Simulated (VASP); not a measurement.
A run of VASP 6.6.1:

The input INCAR:

```
PREC = Accurate
ENCUT = 520
EDIFF = 1E-6
ISMEAR = 0
SIGMA = 0.1
LREAL = False
LASPH = True
NELM = 100
ALGO = Normal
ISIF = 2
LWAVE = False
LCHARG = False
GGA = PS
NBANDS = 16
```

KPOINTS

```
Automatic mesh
0
Gamma
  9 9 9
```

Contents of POSCAR:

```
ZnS
1.0
    0.0000000000      2.7020000000      2.7020000000
    2.7020000000      0.0000000000      2.7020000000
    2.7020000000      2.7020000000      0.0000000000
Zn S
1 1
Cartesian
    4.0530000000      4.0530000000      4.0530000000
    0.0000000000      0.0000000000      0.0000000000
```

Potentials or basis: VASP PAW PBE potentials, release 64 (Zn, S).

The run is started by

```sh
$ cat potpaw_PBE.64/Zn/POTCAR potpaw_PBE.64/S/POTCAR > POTCAR
$ mpirun -np 1 vasp_std > vasp.out
```

Hardware: 1 thread of Intel(R) Xeon(R) Platinum 8488C (Sapphire Rapids), on a shared host.

Task: Estimate the wall time of this run.

Result: It took 11 s on 1 thread of Intel(R) Xeon(R) Platinum 8488C (Sapphire Rapids) (shared host), peak memory 0.16 GiB. Counts: scf iterations 12, k points 35.
